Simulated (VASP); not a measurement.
# BaO: NMR shieldings

Aim: NMR shielding tensors and field gradients of BaO. The cell is of the rock-salt type, one of the forms listed for this formula, which need not be the common one. The start is a cell from a database of measured crystal structures.

Main program and level: VASP 6.6.1; PBE; plane waves and PAW (Ba_sv, O), in the first sound run; inputs show where later runs differ.

Most raw output is cut from this account.

The database entry behind the starting cell differs from later determinations by our own check (about 0.7 % short), so it need not match the best structure at ambient conditions.

## Step 1: Set-up

Symmetry: Fm-3m, No. 225, cubic system. Conventional cell: a = 5.500 Å, b = 5.500 Å, c = 5.500 Å, α = 90.00°, β = 90.00°, γ = 90.00°. Nearest to Ba lie 6 O at 2.75 Å. O has 6 Ba at 2.75 Å nearest. Farther neighbours and most contacts between anions are not listed.

As a file:

```cif
data_structure
_symmetry_space_group_name_H-M 'Fm-3m'
_symmetry_Int_Tables_number 225
_cell_length_a 5.5000
_cell_length_b 5.5000
_cell_length_c 5.5000
_cell_angle_alpha 90.000
_cell_angle_beta 90.000
_cell_angle_gamma 90.000
_cell_volume 166.38
loop_
_atom_site_label
_atom_site_type_symbol
_atom_site_symmetry_multiplicity
_atom_site_Wyckoff_symbol
_atom_site_fract_x
_atom_site_fract_y
_atom_site_fract_z
_atom_site_occupancy
Ba1 Ba 4 a 0.00000 0.00000 0.00000 1
O1 O 4 b 0.50000 0.00000 0.00000 1
```

## Step 2: Ground state

The next steps need an insulator, so the gap is checked first.

Input file INCAR:

```
SYSTEM = BaO
PREC = Accurate
ENCUT = 520
EDIFF = 1E-07
NELM = 100
ISMEAR = 0
SIGMA = 0.01
LREAL = .FALSE.
ALGO = Normal
GGA = PE
NBANDS = 14
LORBIT = 11
LWAVE = .FALSE.
LCHARG = .FALSE.
KPAR = 2
```

Input file POSCAR:

```
BaO
1.0
    0.0000000000      2.7500000000      2.7500000000
    2.7500000000      0.0000000000      2.7500000000
    2.7500000000      2.7500000000      0.0000000000
Ba O
1 1
Direct
    0.0000000000      0.0000000000      0.0000000000
    0.5000000000      0.5000000000      0.5000000000
```

Input file KPOINTS:

```
Automatic mesh
0
Gamma
6 6 6
0 0 0
```

PAW data sets: Ba_sv and O (PBE family, release 64).

Started as:

```
$ mpirun -np 2 vasp_std
```

Run time: 4 s. Hardware: 2 MPI ranks of Intel Xeon 6975P-C (Granite Rapids), shared host; peak memory 0.31 GiB; 6 s of CPU time.

The gap is read on the k-mesh alone, so it is an upper bound where the band edges lie off the mesh. Harder data sets than Ba_sv exist (the GW ones), and pressures, volumes and forces can shift noticeably with them.

This step gave:

```
free energy (TOTEN)            : -11.77 eV
Fermi energy                   : 2.096 eV
pressure                       : 4.880 GPa
gap on the k-mesh              : 1.898 eV
least direct gap on the k-mesh : 1.898 eV
```

The cell has a gap of 1.90 eV on this mesh and a pressure of +4.9 GPa, which holds the misfit of the given cell and coordinates with this functional, and any error of cutoff, mesh and data sets. Spin-orbit coupling is left out, which can shift or reorder these edges.

## Step 3: Shielding tensors

This step: chemical shifts by linear response (GIPAW), PBE; plane waves and PAW (Ba_sv, O) (VASP 6.6.1).

LCHIMAG computes the induced currents by linear response. It needs tightly converged orbitals and a cutoff well above the default; LEFG adds the field gradients at no cost.

Input file INCAR:

```
SYSTEM = BaO
PREC = Accurate
ENCUT = 560
EDIFF = 1E-09
NELM = 100
ISMEAR = 0
SIGMA = 0.01
LREAL = .FALSE.
ALGO = Normal
GGA = PE
NBANDS = 14
LWAVE = .FALSE.
LCHARG = .FALSE.
KPAR = 2
LCHIMAG = .TRUE.
LEFG = .TRUE.
DQ = 0.001
ICHIBARE = 1
LNMR_SYM_RED = .TRUE.
```

POSCAR is that of step 2.

Input file KPOINTS:

```
Automatic mesh
0
Gamma
12 12 12
0 0 0
```

Started as:

```
$ mpirun -np 2 vasp_std
```

Run time: 5.3 min. Hardware: 2 MPI ranks; peak memory 0.79 GiB.

Spin-orbit coupling is left out, which changes shieldings on and beside heavy atoms by much.

Numbers from this step:

* Fermi energy: 2.097 eV
* pressure: 4.854 GPa
* gap on the k-mesh: 1.899 eV
* least direct gap on the k-mesh: 1.899 eV

Valence and core; the G = 0 term is that of a spherical sample. NMR shielding, by row:

```csv
atom,isotropic shielding (ppm),span (ppm),skew,isotropic shielding without the G = 0 term (ppm)
Ba1,4350,0,-,4340
O2,-464.9,0,-,-475
```

Ordered as |Vzz| ≥ |Vxx| ≥ |Vyy|, the program's way. Electric field gradients, by row:

```csv
atom,Vxx (V/Å²),Vyy (V/Å²),Vzz (V/Å²),asymmetry
Ba1,0,0,0,-
O2,0.001,0.001,-0.002,-
```

## Step 4: Another functional, PAW release LDA 64

This step: chemical shifts by linear response (GIPAW), LDA; plane waves and PAW (Ba_sv, O) (VASP 6.6.1).

The functional is changed, to see how much the shieldings depend on it.

INCAR, as its differences from that of step 3:

```diff
@@ -9,3 +9,3 @@
 ALGO = Normal
-GGA = PE
+GGA = CA
 NBANDS = 14
```

POSCAR is that of step 3.

KPOINTS is that of step 3.

PAW data sets: Ba_sv and O (LDA family, release 64).

Started as:

```
$ mpirun -np 2 vasp_std
```

Run time: 5.3 min. Hardware: 2 MPI ranks; peak memory 0.76 GiB.

Numbers from this step:

| Item | Value |
| --- | --- |
| free energy (TOTEN) | -13.11 eV |
| Fermi energy | 1.81 eV |
| pressure | -0.9224 GPa |
| gap on the k-mesh | 1.746 eV |
| least direct gap on the k-mesh | 1.746 eV |

Valence and core; the G = 0 term is that of a spherical sample. NMR shielding, by row:

```csv
atom,isotropic shielding (ppm),span (ppm),skew,isotropic shielding without the G = 0 term (ppm)
Ba1,4221,0,-,4211
O2,-509.7,0,-,-519.6
```

Ordered as |Vzz| ≥ |Vxx| ≥ |Vyy|, the program's way. Electric field gradients, by row:

```csv
atom,Vxx (V/Å²),Vyy (V/Å²),Vzz (V/Å²),asymmetry
Ba1,0,0,0,-
O2,0.001,0.001,-0.002,-
```

Against the first shielding run the largest change is -128.8 ppm, on Ba1.

## Step 5: Summary

This step: chemical shifts by linear response (GIPAW), PBE, LDA; plane waves and PAW (VASP 6.6.1).

No new run; the numbers come from the runs before.

Isotropic shieldings. Cost is wall time times ranks on a shared host. Shieldings by setting:

```csv
run,ENCUT (eV),k mesh,"Ba1, Wyckoff letter a (ppm)","O2, Wyckoff letter b (ppm)",cost (core minutes)
first shielding run,560,12x12x12,4350,-464.9,10.54
another functional,560,12x12x12,4221,-509.7,10.6
```

## Step 6: Summary of results

```json
{"Ba, isotropic shielding": "4349.7 ppm", "O, isotropic shielding": "-464.9 ppm"}
```

What this shows: At PBE, in the first shielding run, the isotropic shieldings are Ba 4349.7 ppm; O -464.9 ppm. In the first shielding run all tensors are isotropic to 0.5 ppm, as the cubic site symmetry asks. In the undistorted cell the field gradients vanish by symmetry; what its table shows is numerical noise. Against the first shielding run, the one with another functional moves the shieldings by at most 129 ppm. Shifts were not obtained, since a shift is the shielding of a reference compound, computed alike, less these values. The G = 0 term is the part set by the sample's shape, taken here for a sphere. Spin-orbit effects on the shifts of and near heavy atoms are left out. No finer mesh was run, so convergence in it isn't shown. VASP's guide advises LASPH and NLSPLINE for shieldings, which this input doesn't set; the effect wasn't tested. The cell is of the rock-salt type, one of the forms listed for this formula, which need not be the common one. The given cell is kept, although it stands at +4.9 GPa at PBE and ENCUT = 560 eV, which holds the mismatch of the given cell with this functional, any error of the entry itself and any basis-set error.

[Lines on the potential files, build, host, timing and source positions are cut from VASP's logs without a mark.]

[Logs are printed without paths, hosts, clocks, repeated set-up lines and the standing remarks that a program may print on its own settings, such as how far it seeks lower states.]

[Hosts, paths, dates, database ids (printed as entryN), source tags and the programs' standing remarks are cut or masked in the printed files.]
